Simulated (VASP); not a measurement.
A run of VASP 6.6.1 is set up as follows.

The input INCAR:

```
PREC = Accurate
ENCUT = 520
EDIFF = 1E-6
ISMEAR = 0
SIGMA = 0.02
LREAL = False
LASPH = True
NELM = 100
ALGO = Fast
ISIF = 2
LWAVE = False
LCHARG = False
ISPIN = 2
MAGMOM = 3 0 0
LORBIT = 10
LMAXMIX = 4
GGA = PS
```

KPOINTS

```
regular mesh
0
Gamma
  10 10 5
```

The input POSCAR:

```
FeSi2
1.0
    2.6840000000      0.0000000000      0.0000000000
    0.0000000000      2.6840000000      0.0000000000
    0.0000000000      0.0000000000      5.1280000000
Fe Si
1 2
Direct
    0.0000000000      0.0000000000      0.0000000000
    0.5000000000      0.5000000000      0.7300000000
    0.5000000000      0.5000000000      0.2700000000
```

Potentials or basis: VASP PAW PBE potentials, release 64 (Fe, Si).

Run with:

```console
$ cat potpaw_PBE.64/Fe/POTCAR potpaw_PBE.64/Si/POTCAR > POTCAR
$ mpirun -np 1 vasp_std > vasp.out
```

Estimate the pressure.

-1.2 GPa.

What does it give for the largest force?

0.276 eV/Å.

What does it give for the band gap on the k mesh?

None (metal or under the smearing width).

What does it give for the net moment?

0.10 μB per cell.

Forces on the atoms (eV/Å):
```
Fe   0.000  0.000  0.000
Si   0.000  0.000 -0.276
Si   0.000  0.000  0.276
```

Caveat: the PAW data sets were made with another functional, which shifts forces and pressure a little.
